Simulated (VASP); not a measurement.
# TiTe2 (P-3m1) in VASP: further runs

One crystal, TiTe2, is run at these levels: LDA, PBE; tasks: relaxation of cell and atoms.

Program: VASP 6.6.1. These are calculated values, not measurements. Logs are shortened: lines on timing, memory, paths and dates and some standing lists are left out, and cuts for length are marked.

### 1 Starting point

The structure is trigonal, space group P-3m1 (No. 164). The conventional cell has a = 3.668 Å, b = 3.668 Å, c = 6.333 Å, α = 90.00°, β = 90.00°, γ = 120.00°. Ti (site symmetry -3m) is surrounded by 6 Te at 2.72 Å. Te (site symmetry 3m) is surrounded by 3 Ti at 2.72 Å.

### 2 Relaxation of cell and atoms, LDA

INCAR reads:

```
SYSTEM = TiTe2
PREC     = Accurate       ! precision mode
ENCUT    = 600            ! plane-wave cutoff, eV
EDIFF    = 1E-7           ! SCF threshold, eV
ISMEAR   = 1              ! smearing method
SIGMA    = 0.1            ! smearing width, eV
LREAL    = .False.        ! projectors in reciprocal space
LASPH    = .True.         ! aspherical terms in the spheres
NELM     = 80             ! most SCF steps
ALGO     = Normal         ! electronic algorithm
ISIF     = 3              ! what is computed and relaxed
LWAVE    = .False.        ! write WAVECAR
LCHARG   = .False.        ! write CHGCAR
GGA      = CA             ! functional
IBRION   = 2              ! ionic algorithm
NSW      = 90             ! ionic steps
EDIFFG   = -0.005         ! ionic threshold
KPAR     = 2
```

KPOINTS reads:

```
regular mesh
0
Gamma
  12 12 6
  0 0 0
```

POSCAR reads:

```
TiTe2                                   
1.0
    3.6677969001     -0.0000000000     -0.0000000000
   -1.8338984500      3.1764052914     -0.0000000000
   -0.0000000000      0.0000000000      6.3326090962
  Ti              Te            
     1     2
Direct
     1.0000000000000000    1.0000000000000000    0.0000000000000000
     0.6666666667000030    0.3333333332999970    0.2697777480936356
     0.3333333332999970    0.6666666667000030    0.7302222519063643
```

Potentials or basis: VASP PAW LDA potentials, release 64 (Ti_sv, Te).

Launch:

```sh
$ cat potpaw_LDA.64/Ti_sv/POTCAR potpaw_LDA.64/Te/POTCAR > POTCAR
$ mpirun -np 2 vasp_std > vasp.out
```

OUTCAR:

```text
SYSTEM = TiTe2
   PREC = Accurate
   ENCUT = 600
   EDIFF = 1E-7
   ISMEAR = 1
   LREAL = .False.
   LASPH = .True.
   NELM = 80
   ISIF = 3
   GGA = CA
   IBRION = 2
   NSW = 90
   EDIFFG = -0.005

 ion  position               nearest neighbor table
   1  0.000  0.000  0.000-   2 2.72   3 2.72   3 2.72   2 2.72   2 2.72   3 2.72
   2  0.667  0.333  0.270-   1 2.72   1 2.72   1 2.72   3 3.60   3 3.60   3 3.60
   3  0.333  0.667  0.730-   1 2.72   1 2.72   1 2.72   2 3.60   2 3.60   2 3.60

  LATTYP: Found a hexagonal cell.
 ALAT       =     3.6677969001
 C/A-ratio  =     1.7265430090

  Lattice vectors:

 A1 = (   3.6677969001,   0.0000000000,   0.0000000000)
 A2 = (  -1.8338984500,   3.1764052914,   0.0000000000)
 A3 = (   0.0000000000,   0.0000000000,   6.3326090962)

Analysis of symmetry for initial positions (statically):
=====================================================================
 Subroutine PRICEL returns:
 Original cell was already a primitive cell.

 Routine SETGRP: Setting up the symmetry group for a
 hexagonal supercell.

 Subroutine GETGRP returns: Found 12 space group operations
 (whereof 12 operations were pure point group operations)
 out of a pool of 24 trial point group operations.

The static configuration has the point symmetry D_3d.

Analysis of symmetry for dynamics (positions and initial velocities):
=====================================================================
 Subroutine PRICEL returns:
 Original cell was already a primitive cell.

 Routine SETGRP: Setting up the symmetry group for a
 hexagonal supercell.

 Subroutine GETGRP returns: Found 12 space group operations
 (whereof 12 operations were pure point group operations)
 out of a pool of 24 trial point group operations.

The dynamic configuration has the point symmetry D_3d.

 Subroutine INISYM returns: Found 12 space group operations
 (whereof 12 operations are pure point group operations),
 and found     1 'primitive' translations

----------------------------------------------------------------------------------------

                                     Primitive cell

  volume of cell :      73.7775

  direct lattice vectors                    reciprocal lattice vectors
     3.667796900  0.000000000  0.000000000     0.272643232  0.157410643  0.000000000
    -1.833898450  3.176405291  0.000000000     0.000000000  0.314821286  0.000000000
     0.000000000  0.000000000  6.332609096     0.000000000  0.000000000  0.157912795

  length of vectors
     3.667796900  3.667796900  6.332609096     0.314821286  0.314821286  0.157912795

  position of ions in fractional coordinates (direct lattice)
     0.000000000  0.000000000  0.000000000
     0.666666667  0.333333333  0.269777748
     0.333333333  0.666666667  0.730222252

  ion indices of the primitive-cell ions
   primitive index   ion index
                 1           1
                 2           2
                 3           3

----------------------------------------------------------------------------------------

 KPOINTS: regular mesh

Automatic generation of k-mesh.
 Grid dimensions read from file:
 generate k-points for:   12   12    6

 Generating k-lattice:

  Cartesian coordinates                     Fractional coordinates (reciprocal lattice)
     0.022720269  0.013117554  0.000000000     0.083333333  0.000000000  0.000000000
     0.000000000  0.026235107  0.000000000     0.000000000  0.083333333  0.000000000
     0.000000000  0.000000000  0.026318799     0.000000000  0.000000000  0.166666667

  Length of vectors
     0.026235107  0.026235107  0.026318799

  Shift w.r.t. Gamma in fractional coordinates (k-lattice)
     0.000000000  0.000000000  0.000000000

 Subroutine IBZKPT returns following result:
 ===========================================

 Found    100 irreducible k-points:

 Following reciprocal coordinates:
            Coordinates               Weight
  0.000000  0.000000  0.000000      1.000000
  0.083333  0.000000  0.000000      6.000000
  0.166667  0.000000  0.000000      6.000000
  0.250000 -0.000000  0.000000      6.000000
  0.333333 -0.000000  0.000000      6.000000
  0.416667  0.000000  0.000000      6.000000
[... 16 lines left out ...]
  0.166667  0.000000  0.166667      6.000000
  0.000000  0.166667  0.166667      6.000000
 [... further k-points ...]
   k-points           NKPTS =    100   k-points in BZ     NKDIM =    100   number of bands    NBANDS=     16
   number of dos      NEDOS =    301   number of ions     NIONS =      3
   total plane-waves  NPLWV =  48600
   dimension x,y,z NGX =    30 NGY =   30 NGZ =   54
   dimension x,y,z NGXF=    60 NGYF=   60 NGZF=  108
   ions per type =               1   2
   NGX,Y,Z   is equivalent  to a cutoff of  13.60, 13.60, 14.18 a.u.
   NGXF,Y,Z  is equivalent  to a cutoff of  27.20, 27.20, 28.35 a.u.
 SYSTEM =  TiTe2
   PREC   = accura    normal or accurate (medium, high low for compatibility)
   ISTART =      0    job   : 0-new  1-cont  2-samecut
   ICHARG =      2    charge: 1-file 2-atom 10-const
   ISPIN  =      1    spin polarized calculation?
   LNONCOLLINEAR =      F non collinear calculations
   LSORBIT =      F    spin-orbit coupling
   LASPH  =      T    aspherical Exc in radial PAW
   ENCUT  =  600.0 eV  44.10 Ry    6.64 a.u.   7.33  7.33 12.65*2*pi/ulx,y,z
   NELM   =     80;   NELMIN=  2; NELMDL= -5     # of ELM steps
   EDIFF  = 0.1E-06   stopping-criterion for ELM
   LREAL  =      F    real-space projection
   EDIFFG = -.5E-02   stopping-criterion for IOM
   NSW    =     90    number of steps for IOM
   IBRION =      2    ionic relax: 0-MD 1-quasi-New 2-CG
   NFREE  =      1    steps in history (QN), initial steepest desc. (CG)
   ISIF   =      3    stress and relaxation
   ISYM   =      2    0-nonsym 1-usesym 2-fastsym
   POTIM  = 0.5000    time-step for ionic-motion
   TEBEG  =    0.0;   TEEND  =   0.0 temperature during run
   PSTRESS=    0.0 pullay stress
   NELECT =      24.0000    total number of electrons
   NUPDOWN=      -1.0000    fix difference up-down
   EMIN   =  10.00;   EMAX   =-10.00  energy-range for DOS
   EFERMI =   0.00;   METHOD = LEGACY
   ISMEAR =     1;   SIGMA  =   0.10  broadening in eV -4-tet -1-fermi 0-gaus
   EFERMI_NEDOS =   21; number of points for ismear=-14 and -15
   IALGO  =     38    algorithm
   IMIX   =      4    mixing-type and parameters
     AMIX     =   0.40;   BMIX     =  1.00
     AMIX_MAG =   1.60;   BMIX_MAG =  1.00
  volume/ion in A,a.u.               =      24.59       165.96
  Fermi-wavevector in a.u.,A,eV,Ry     =   1.125911  2.127663 17.247765  1.267675
  Thomas-Fermi vector in A             =   2.262590
   LORBIT       =      0    0 simple, 1 ext, 2 COOP (PROOUT), +10 PAW based schemes
   GGA     = CA    functional components
   LHFCALC =     F    Hartree Fock is set to
   AEXX    =    0.0000 exact exchange contribution
   IVDW    =     0    specifies the selected vdW correction
   LEPSILON=     F    determine dielectric tensor
   LRPA    =     F    only Hartree local field effects (RPA)
 conjugate gradient relaxation of ions
 non-spin polarized calculation
 Methfessel and Paxton  Order N= 1 SIGMA  =   0.10
  energy-cutoff  :      600.00
  volume of cell :       73.78
 maximum number of plane-waves:      2503
 NGX is ok and might be reduce to    30
   NGX = 15   NGY = 15   NGZ = 25

 number of electron      23.9999996 magnetization

 Free energy of the ion-electron system (eV)
  ---------------------------------------------------
  ext. energy  EPLUGINS =         0.00000000
  ---------------------------------------------------
  free energy    TOTEN  =       -18.34599288 eV

  energy without entropy =      -18.34625493  energy(sigma->0) =      -18.34608023

 E-fermi :   7.7227     XC(G=0): -10.4915

 val. band max:        7.7113631456   @ k =   0.3333  -0.0000   0.5000
 cond. band min:       7.7340155840   @ k =   0.0000   0.4167   0.1667
 fundamental gap:      0.0226524383
 Fermi energy:         7.7227367328

 k-point     1 :       0.0000    0.0000    0.0000
  band No.  band energies     occupation
      1     -48.8620      2.00000
      2     -25.5176      2.00000
      3     -25.5176      2.00000
      4     -25.4964      2.00000
      5      -5.1896      2.00000
      6      -3.4254      2.00000
[... 8 lines left out ...]
     15       9.0754     -0.00000
     16      10.9657      0.00000

 k-point     2 :       0.0833    0.0000    0.0000
  band No.  band energies     occupation
      1     -48.8616      2.00000
      2     -25.5219      2.00000
      3     -25.5186      2.00000
      4     -25.4954      2.00000
      5      -5.1030      2.00000
      6      -3.3794      2.00000
[... 8 lines left out ...]
     15       9.1444     -0.00000
     16      10.7415      0.00000

 k-point     3 :       0.1667    0.0000    0.0000
  band No.  band energies     occupation
      1     -48.8607      2.00000
      2     -25.5335      2.00000
      3     -25.5212      2.00000
      4     -25.4926      2.00000
      5      -4.8494      2.00000
      6      -3.2503      2.00000
[... 8 lines left out ...]
     15       9.1536     -0.00000
     16      10.7344      0.00000

 k-point     4 :       0.2500   -0.0000    0.0000
  band No.  band energies     occupation
      1     -48.8594      2.00000
      2     -25.5493      2.00000
      3     -25.5248      2.00000
      4     -25.4887      2.00000
      5      -4.4506      2.00000
      6      -3.0680      2.00000
[... 8 lines left out ...]
     15       9.0675     -0.00000
     16      10.9693      0.00000

 k-point     5 :       0.3333   -0.0000    0.0000
  band No.  band energies     occupation
      1     -48.8581      2.00000
      2     -25.5651      2.00000
      3     -25.5283      2.00000
      4     -25.4848      2.00000
      5      -3.9524      2.00000
      6      -2.8937      2.00000
[... 8 lines left out ...]
     15       9.1549     -0.00000
     16      10.8732      0.00000

 k-point     6 :       0.4167    0.0000    0.0000
  band No.  band energies     occupation
      1     -48.8572      2.00000
      2     -25.5766      2.00000
      3     -25.5310      2.00000
      4     -25.4820      2.00000
      5      -3.4443      2.00000
      6      -2.8265      2.00000
[... 8 lines left out ...]
     15       9.3186     -0.00000
     16      10.4373      0.00000
[... 267 lines left out ...]
 k-point    21 :       0.0833    0.0000    0.1667
  band No.  band energies     occupation
      1     -48.8616      2.00000
      2     -25.5219      2.00000
      3     -25.5186      2.00000
      4     -25.4954      2.00000
      5      -5.0201      2.00000
      6      -3.5506      2.00000
[... 8 lines left out ...]
     15       9.2303     -0.00000
     16      10.8073      0.00000

 k-point    22 :       0.0000    0.0833    0.1667
  band No.  band energies     occupation
      1     -48.8616      2.00000
      2     -25.5219      2.00000
      3     -25.5186      2.00000
      4     -25.4954      2.00000
      5      -5.0193      2.00000
      6      -3.5524      2.00000
[... 8 lines left out ...]
     15       9.1962     -0.00000
     16      10.5965      0.00000

 k-point    23 :       0.1667    0.0000    0.1667
  band No.  band energies     occupation
      1     -48.8607      2.00000
      2     -25.5335      2.00000
      3     -25.5212      2.00000
      4     -25.4926      2.00000
      5      -4.7737      2.00000
      6      -3.3970      2.00000
[... 8 lines left out ...]
     15       9.3495     -0.00000
     16      10.5442      0.00000

 k-point    24 :       0.0000    0.1667    0.1667
  band No.  band energies     occupation
      1     -48.8607      2.00000
      2     -25.5335      2.00000
      3     -25.5212      2.00000
      4     -25.4926      2.00000
      5      -4.7669      2.00000
      6      -3.4113      2.00000
[... 8 lines left out ...]
     15       9.0516     -0.00000
     16      10.6353      0.00000

 [... further k-points ...]
[... 5 lines left out ...]
  --------------------------------------------------------------------------------------
  -------------------------------------------------------------------------------------
  Total       -0.0059379     -0.0059379     -0.0056837     -0.0000000      0.0000000     -0.0000000
  in kB       -0.1289502     -0.1289502     -0.1234284     -0.0000000      0.0000000     -0.0000000
  external PRESSURE =      -0.1271096 kB  Pullay stress =       0.0000000 kB

 VOLUME and BASIS-vectors are now :
 -----------------------------------------------------------------------------
  energy-cutoff  :      600.00
  volume of cell :       73.78
      direct lattice vectors                 reciprocal lattice vectors
     3.667796900  0.000000000  0.000000000     0.272643232  0.157410643  0.000000000
    -1.833898450  3.176405291  0.000000000     0.000000000  0.314821286  0.000000000
     0.000000000  0.000000000  6.332609096     0.000000000  0.000000000  0.157912795

 POSITION                                       TOTAL-FORCE (eV/Angst)
 -----------------------------------------------------------------------------------
      0.00000      0.00000      0.00000        -0.000000      0.000000      0.000000
      1.83390      1.05880      1.70840        -0.000000      0.000000      0.001462
     -0.00000      2.11760      4.62421         0.000000      0.000000     -0.001462
 -----------------------------------------------------------------------------------
    total drift:                               -0.000000      0.000000     -0.000000

  FREE ENERGIE OF THE ION-ELECTRON SYSTEM (eV)
  ---------------------------------------------------
  free  energy   TOTEN  =       -18.3459928799 eV

  energy  without entropy=      -18.3462549303  energy(sigma->0) =      -18.34608023

 reached required accuracy - stopping structural energy minimisation
```

Run time: 58 s. Hardware: 2 MPI ranks of Intel Xeon 6975P-C (Granite Rapids), shared host; peak memory 0.27 GiB.

What came out:

```yaml
Free_energy: -18.3460 eV
Pressure_after_relaxing: 0.0 GPa
Band_gap_on_the_k_mesh: none (metal or under the smearing width)
```

Final structure:
```cif
data_structure
_symmetry_space_group_name_H-M 'P 1'
_symmetry_Int_Tables_number 1
_cell_length_a 3.6678
_cell_length_b 3.6678
_cell_length_c 6.3326
_cell_angle_alpha 90.000
_cell_angle_beta 90.000
_cell_angle_gamma 120.000
_cell_volume 73.78
loop_
_atom_site_label
_atom_site_type_symbol
_atom_site_fract_x
_atom_site_fract_y
_atom_site_fract_z
_atom_site_occupancy
Ti1 Ti 0.00000 0.00000 0.00000 1
Te1 Te 0.66667 0.33333 0.26978 1
Te2 Te 0.33333 0.66667 0.73022 1
```

Caveat: the relaxation stopped at its first step, so nothing moved. The run has no spin-orbit coupling, so splittings on Te are missing.

(Continued in part 2 of 2.)
